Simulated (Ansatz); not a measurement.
Crystal: CuO.

```
Cu O
1.0
     3.42205    0.00000    0.00000
     0.00000    3.42205    0.00000
     0.00000    0.00000    4.26046
Cu O
2 2
Cartesian
  0.0000 1.7110 0.0000
  1.7110 0.0000 2.1302
  0.0000 0.0000 1.0651
  0.0000 0.0000 3.1953
```

Measurements of this composition are mostly on another form, of space group No. 15.

Base run:

```yaml
Program: Ansatz 0.2.0
Functional: PBE
Potentials_or_basis: Ansatz PAW
Cutoff: "420 eV (not typed: the program's choice for these potentials)"
k_mesh: 8 × 8 × 6
Occupations: fermi-dirac, width 0.05 eV
Spin: no spin polarisation
Hubbard_terms: Cu d U = 5 eV
```

Its results: band gap on the k mesh none (metal or under the smearing width); pressure 0.1 GPa.

Task: The run is repeated on the same cell with these changes: hubbard terms from Cu d U = 5 eV to none; hubbard projectors from ortho-atomic (the default) to none. What comes out?

Result: Band gap on the k mesh none (metal or under the smearing width); pressure -2.8 GPa.

Caveats: the run has no spin polarisation, though such a crystal can be magnetic; U without spin polarisation on a metal has little footing (some runs); semilocal functionals often make such compounds metallic where correlation or magnetic order opens a gap, which also shifts bond lengths (some runs).
